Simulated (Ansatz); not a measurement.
# Ca (Cmcm) in Ansatz: convergence with wavefunction cutoff

Aim: find how far wavefunction cutoff must go before the results for Ca settle, at r2SCAN. This setting moves, with any that are tied to it; all else stays.

All numbers are computed with Ansatz 0.2.0; they aren't measurements. Logs are shortened: lines on timing, memory, paths and dates and some standing lists are left out, and cuts for length are marked.

### Step 1. The structure

Symmetry: Cmcm, No. 63, orthorhombic system. The conventional cell has a = 3.943 Å, b = 6.791 Å, c = 6.509 Å, α = 90.00°, β = 90.00°, γ = 90.00°. Around Ca (site symmetry m2m) lie 12 Ca at 3.93 to 3.98 Å.

This isn't the form of Ca at room conditions, which is fcc.

### Step 2. With wavefunction cutoff 400 eV

input.yaml reads:

```yaml
crystal:
  lattice:
    - [1.971275995, -3.39549018, 0.0]
    - [1.971275995, 3.39549018, 0.0]
    - [0.0, 0.0, 6.50911174]
  atoms:
    - { symbol: Ca, position: [0.1644134, 0.8355866, 0.75] }
    - { symbol: Ca, position: [0.8355866, 0.1644134, 0.25] }
hamiltonian:
  xc: r2scan
  pseudopotentials: { kind: paw, source: jth }
kpoints:
  mp_grid: { grid: [7, 7, 4] }
scf:
  occupations: { method: methfessel_paxton, width: 0.1 }
output:
  forces: true
  stress: true
  eigenvalues: true
basis:
  ecutwfc: "400 eV"
```

Potentials or basis: JTH PAW.

On the command line:

```bash
$ ansatz run input.yaml --threads 2 --pin off --max-ram 5632MiB --backend cpu --events-out ev --progress --plain --runs-dir out
```

Standard output:

```text
Warning: basis.ecutwfc = 400 eV is below the records' recommended 870 eV, and the density's cutoff is lower with it unless basis.ecutrho_ratio is high enough to keep the records' density cutoff: compare with a run at a higher cutoff
Warning: the checks of this Ca dataset prove no rule for summing its radial tables, as where they were carried onto another mesh than they were made on, and Gregory's rule is taken, under which a leading mesh point left out moves its sums only by what lay on the interval it spanned. That does not make them correct, and they differ from Quantum ESPRESSO's on this file; a re-export a fraction of a mesh step off can move them. hamiltonian.pseudopotentials.radial_quadrature: simpson_from_first_knot sums it by `pw.x`'s rule; on a PAW file no value gives `pw.x`'s numbers. What more to know: hamiltonian.pseudopotentials.radial_quadrature, in the input reference
Warning: RAYON_NUM_THREADS=2 ignored (pool sized by the plan → 2); use --threads N
Engine: ansatz 0.2.0, x86_64-unknown-linux-gnu
Pseudopotentials: kind: paw
Pseudopotential: Ca, paw, valence charge 10, recommended cutoff 870 eV (normal), Ca.paw.azcp
Functional definition: r2SCAN
  parameter k0 = 0.174
  parameter k1 = 0.065
  parameter a1 = 4.9479
  exchange = r2scan_x(k0 = k0, k1 = k1, a1 = a1)
  correlation = r2scan_c
Crystal: 2 atoms, lattice volume = 87.137 Å³
Basis set: ecut = 400 eV, 1589 PW (Γ), exchange–correlation on 108×108×180 points (64 copies of the dense FFT grid, shifted against one another)
Bands: 14, of which v1, the nominal top of the filled ones, is band 10 counted from 1 (9 counted from 0)
Symmetry: 8 space group operations
Space group: Cmcm (ITA 63), of the structure as read, at distance tolerance 4.4e-5 Å
k-points: 48 of 196
Non-local potential: Ca, projectors of the file, l = 0: 2, l = 1: 2, l = 2: 2
PAW form: soft (Blöchl's): semilocal exchange-correlation on the pseudo side does not see the compensation charge
PAW frozen core: Ca, regenerated for the run's functional (the file was generated under x = pbe(κ = 0.804, μ = 0.2195149727645171), c = pbe(β = 0.06672455060314922))
PAW one-centre angular grid: Ca, 590 points (default); XC on 160 Gauss nodes
Initial density: superposition of atomic densities (chi_scale 0.1, normalization cell)
Initial wavefunctions: pseudopotential atomic-orbital guess
Functional: x = r2scan, c = r2scan; τ floored in thin density (d = 2e-4 eV/Å³)
iter 1 solved again at ethr=1.81e-4 eV; its pass at ethr=3.10e-3 eV (dr2=3.62e-2 eV) is discarded
SCF iter   1: F=—  HF=-3642.594050 eV  |F-HF|=—  |Δ(HF+E_count)|=         —  Δρ=8.92e-3  dr2=3.70e-2  dr2_τ=1.21e-2  ethr=1.81e-4  ⟨swp⟩=1.1  Hψ=5721  notcnv=0
preconditioner: auto → Kerker (q_TF=auto, 2.135 Å⁻¹)  [metal: Δε(μ)=0.015 eV  Ē_g=2.805 eV  σ=0.100 eV  W_gap=0.13  n_scr=22 (ndim 8)  ℏωp=8.0 eV  f_vac=0.000  D(μ)=2.96/eV (n_scr^D=22)]
SCF iter   2: F=—  HF=-3642.713380 eV  |F-HF|=—  |Δ(HF+E_count)|=   1.19e-1  S|Δr|=    0.00e0  Δρ=5.98e-3  dr2=2.19e-2  dr2_τ=3.06e-3  ethr=1.81e-4  ⟨swp⟩=2.9  Hψ=1317  notcnv=0
SCF iter   3: F=—  HF=-3642.737849 eV  |F-HF|=—  |Δ(HF+E_count)|=   2.45e-2  S|Δr|=    0.00e0  Δρ=1.23e-3  dr2=1.14e-3  dr2_τ=2.00e-4  ethr=1.10e-4  ⟨swp⟩=2.8  Hψ=1189  notcnv=0
SCF iter   4: F=—  HF=-3642.738339 eV  |F-HF|=—  |Δ(HF+E_count)|=   4.90e-4  S|Δr|=    0.00e0  Δρ=3.83e-4  dr2=2.34e-4  dr2_τ=9.91e-6  ethr=5.69e-6  ⟨swp⟩=2.3  Hψ=924  notcnv=0
SCF iter   5: F=—  HF=-3642.738389 eV  |F-HF|=—  |Δ(HF+E_count)|=   4.99e-5  S|Δr|=    0.00e0  Δρ=8.74e-5  dr2=8.56e-6  dr2_τ=8.16e-7  ethr=1.17e-6  ⟨swp⟩=2.0  Hψ=777  notcnv=0
SCF iter   6: F=—  HF=-3642.738391 eV  |F-HF|=—  |Δ(HF+E_count)|=   2.17e-6  S|Δr|=    0.00e0  Δρ=1.12e-5  dr2=1.62e-7  dr2_τ=1.03e-8  ethr=4.28e-8  ⟨swp⟩=2.5  Hψ=1115  notcnv=0
SCF iter   7: F=-3642.738391 eV  HF=-3642.738391 eV  |F-HF|=5.85e-9  |Δ(HF+E_count)|=   2.32e-8  S|Δr|=    0.00e0  Δρ=2.41e-6  dr2=9.53e-9  dr2_τ=5.82e-10  ethr=5.00e-10  ⟨swp⟩=6.0  Hψ=3462  notcnv=0
SCF 1 converged in 7 iterations: F = -3642.738391 eV  dr2 = 9.53e-9
SCF converged after 7 iterations
Stability not checked: this state was not tested for a lower state beside it, because cold or Methfessel-Paxton smearing, or corrected tetrahedra, fill the levels in a way that the test cannot read (fill_not_monotonic; see scf.lower_state_search)
Free energy (F): -3642.738391 eV
Harris-Foulkes:  -3642.738391 eV  (|F-HF|=5.85e-9)
Internal energy: -3642.736653 eV  (E = F + TS)
E sigma→0 (E₀):  -3642.737957 eV
Entropy (-TS):   -0.001738 eV (-0.869 meV/atom)
Fermi energy:    4.882411 eV
--- Per-component energies (eV) ---
  E_band       = -373.214587
  E_kinetic    = 557.973291
  E_local      = -1864.590990  (includes V_loc(G=0)·N_el)
  E_nonlocal   = 270.165580
  E_hartree    = 562.548826
  E_xc         = -248.168290
  E_vxc        = -359.816546  (∫ρ·V_xc dr)
  E_paw        = -1738.353491  (= ΣΔE_a)
  E_vpaw       = -125.714013  (= ΣTr[D̂ρ^β])
  E_aug_tail   = 0.000208  (compensation charges beyond the density's cutoff)
  E_vtau       = 23.671500  (kinetic-family band-sum trace: ∫τ·v_τ [+ j·A + Jᵃ·Aᵃ] dr)
  E_ewald      = -1181.871621
  E_core_change = -0.440166  (= ΣΔE_core)
  E_smearing   = -0.001738  (= −TS)
  E_closure    = -0.000000  (closes the sum)
  Σ components = -3642.738391   (vs F -3642.738391, Δ=0.00e0)
--- Forces (eV/Å), atoms counted from 1 ---
  atom   1  Ca     0.00000000    -0.01577982    -0.00000000
  atom   2  Ca     0.00000000     0.01577982     0.00000000
  max |Σ_I F_I| component: 0.00e0 eV/Å
--- Stress (GPa, compression-positive) ---
       -0.093701      -0.000000       0.000000
       -0.000000       0.029604      -0.000000
        0.000000      -0.000000       0.266458
  P = ⅓ Tr σ = 0.0675 GPa (0.675 kbar)
--- Band table (eV; the first three rows and the last of 48) ---
  k-point 0: bands = ["-39.1204", "-39.1088", "-19.2523", "-19.1544", "-19.1509", "-19.1365", "-19.1353", "-19.1292", "0.5418", "3.7878", "4.4039", "7.3442", "7.3950", "7.4296"]
  k-point 1: bands = ["-39.1187", "-39.1105", "-19.2347", "-19.1517", "-19.1485", "-19.1470", "-19.1389", "-19.1374", "0.8100", "2.7213", "5.3748", "7.0734", "7.3481", "7.3871"]
  k-point 2: bands = ["-39.1145", "-39.1145", "-19.1903", "-19.1903", "-19.1455", "-19.1455", "-19.1429", "-19.1429", "1.5774", "1.5774", "6.3618", "6.3618", "7.3863", "7.3863"]
  k-point 47: bands = ["-39.1062", "-39.1062", "-19.2574", "-19.2574", "-19.1677", "-19.1677", "-19.1633", "-19.1633", "3.8224", "3.8224", "5.1865", "5.1865", "6.4858", "6.4858"]
```

Run time: 1.9 s. Hardware: 2 threads of Intel Xeon 6975P-C (Granite Rapids), shared host; peak memory 0.52 GiB.

Results:

```
Free energy            : -3642.7384 eV
Pressure               : 0.1 GPa
Largest force          : 0.016 eV/Å
Band gap on the k mesh : none (metal or under the smearing width)
```

### Step 3. With wavefunction cutoff 500 eV

Changes to input.yaml since step 2:

```diff
@@ -20,2 +20,2 @@
 basis:
-  ecutwfc: "400 eV"
+  ecutwfc: "500 eV"
```

Potentials or basis: JTH PAW.

On the command line:

```bash
$ ansatz run input.yaml --threads 2 --pin off --max-ram 5632MiB --backend cpu --events-out ev --progress --plain --runs-dir out
```

It took 2 s on 2 threads of Intel Xeon 6975P-C (Granite Rapids), shared host; peak memory 0.58 GiB.

What came out:

```
Free energy            : -3642.8479 eV
Pressure               : 0.0 GPa
Largest force          : 0.016 eV/Å
Band gap on the k mesh : none (metal or under the smearing width)
```

### Step 4. With wavefunction cutoff 600 eV

Changes to input.yaml since step 3:

```diff
@@ -20,2 +20,2 @@
 basis:
-  ecutwfc: "500 eV"
+  ecutwfc: "600 eV"
```

On the command line:

```bash
$ ansatz run input.yaml --threads 2 --pin off --max-ram 5632MiB --backend cpu --events-out ev --progress --plain --runs-dir out
```

Wall time 2.9 s (2 threads of Intel Xeon 6975P-C (Granite Rapids), shared host); peak memory 0.66 GiB.

What came out:

* Free energy: -3642.8636 eV
* Pressure: 0.0 GPa
* Largest force: 0.016 eV/Å
* Band gap on the k mesh: none (metal or under the smearing width)

### Step 5. With wavefunction cutoff 700 eV

Changes to input.yaml since step 4:

```diff
@@ -20,2 +20,2 @@
 basis:
-  ecutwfc: "600 eV"
+  ecutwfc: "700 eV"
```

On the command line:

```bash
$ ansatz run input.yaml --threads 2 --pin off --max-ram 5632MiB --backend cpu --events-out ev --progress --plain --runs-dir out
```

Wall time 3.2 s (2 threads of Intel Xeon 6975P-C (Granite Rapids), shared host); peak memory 0.78 GiB.

What came out:

- Free energy: -3642.8646 eV
- Pressure: 0.0 GPa
- Largest force: 0.016 eV/Å
- Band gap on the k mesh: none (metal or under the smearing width)

### Step 6. With wavefunction cutoff 850 eV

Changes to input.yaml since step 5:

```diff
@@ -20,2 +20,2 @@
 basis:
-  ecutwfc: "700 eV"
+  ecutwfc: "850 eV"
```

Potentials or basis: JTH PAW.

On the command line:

```bash
$ ansatz run input.yaml --threads 2 --pin off --max-ram 5632MiB --backend cpu --events-out ev --progress --plain --runs-dir out
```

Run time: 4.6 s. Hardware: 2 threads of Intel Xeon 6975P-C (Granite Rapids), shared host; peak memory 0.91 GiB.

It converged, with:

```yaml
Free_energy: -3642.8681 eV
Pressure: 0.0 GPa
Largest_force: 0.016 eV/Å
Band_gap_on_the_k_mesh: none (metal or under the smearing width)
```

### Step 7. With wavefunction cutoff 1000 eV

Changes to input.yaml since step 6:

```diff
@@ -20,2 +20,2 @@
 basis:
-  ecutwfc: "850 eV"
+  ecutwfc: "1000 eV"
```

On the command line:

```bash
$ ansatz run input.yaml --threads 2 --pin off --max-ram 5632MiB --backend cpu --events-out ev --progress --plain --runs-dir out
```

Wall time 5.3 s (2 threads of Intel Xeon 6975P-C (Granite Rapids), shared host); peak memory 1.2 GiB.

Results (log left out):

```yaml
Free_energy: -3642.8694 eV
Pressure: 0.0 GPa
Largest_force: 0.016 eV/Å
Band_gap_on_the_k_mesh: none (metal or under the smearing width)
```

### Step 8. With wavefunction cutoff 1200 eV

Changes to input.yaml since step 7:

```diff
@@ -20,2 +20,2 @@
 basis:
-  ecutwfc: "1000 eV"
+  ecutwfc: "1200 eV"
```

On the command line:

```bash
$ ansatz run input.yaml --threads 2 --pin off --max-ram 5632MiB --backend cpu --events-out ev --progress --plain --runs-dir out
```

Wall time 6.7 s (2 threads of Intel Xeon 6975P-C (Granite Rapids), shared host); peak memory 1.2 GiB.

Results (log left out):

- Free energy: -3642.8703 eV
- Pressure: 0.0 GPa
- Largest force: 0.016 eV/Å
- Band gap on the k mesh: none (metal or under the smearing width)

### Step 9. With wavefunction cutoff 1400 eV

Changes to input.yaml since step 8:

```diff
@@ -20,2 +20,2 @@
 basis:
-  ecutwfc: "1200 eV"
+  ecutwfc: "1400 eV"
```

Potentials or basis: JTH PAW.

On the command line:

```bash
$ ansatz run input.yaml --threads 2 --pin off --max-ram 5632MiB --backend cpu --events-out ev --progress --plain --runs-dir out
```

Run time: 8.4 s. Hardware: 2 threads of Intel Xeon 6975P-C (Granite Rapids), shared host; peak memory 1.4 GiB.

It converged, with:

| Item | Value |
| --- | --- |
| Free energy | -3642.8705 eV |
| Pressure | 0.0 GPa |
| Largest force | 0.016 eV/Å |
| Band gap on the k mesh | none (metal or under the smearing width) |

### Step 10. With wavefunction cutoff 1700 eV

Changes to input.yaml since step 9:

```diff
@@ -20,2 +20,2 @@
 basis:
-  ecutwfc: "1400 eV"
+  ecutwfc: "1700 eV"
```

On the command line:

```bash
$ ansatz run input.yaml --threads 2 --pin off --max-ram 5632MiB --backend cpu --events-out ev --progress --plain --runs-dir out
```

It took 14 s on 2 threads of Intel Xeon 6975P-C (Granite Rapids), shared host; peak memory 1.9 GiB.

Results (log left out):

| Quantity | Value |
| --- | --- |
| Free energy | -3642.8710 eV |
| Pressure | 0.0 GPa |
| Largest force | 0.016 eV/Å |
| Band gap on the k mesh | none (metal or under the smearing width) |

### Step 11. The series at a glance

```csv
wavefunction cutoff,"energy less the tightest run, at zero smearing (meV/atom)",pressure (GPa),SCF cycles,CPU time (s),peak memory (GiB)
400 eV,66.31,0.07,7,3.5,0.52
500 eV,11.56,0.00,7,3.9,0.58
600 eV,3.69,0.01,7,5.5,0.66
700 eV,3.21,0.01,7,6.2,0.78
850 eV,1.44,0.02,7,8.8,0.91
1000 eV,0.79,0.02,7,10,1.2
1200 eV,0.37,0.02,7,13,1.2
1400 eV,0.24,0.02,7,16,1.4
1700 eV,0.00,0.01,7,27,1.9
```

Against the tightest run, the energy stays within 1 meV/atom from 1000 eV on; the pressure stays within 0.1 GPa from 400 eV on. The tightest run that finished is the yardstick and may itself not be fully converged.
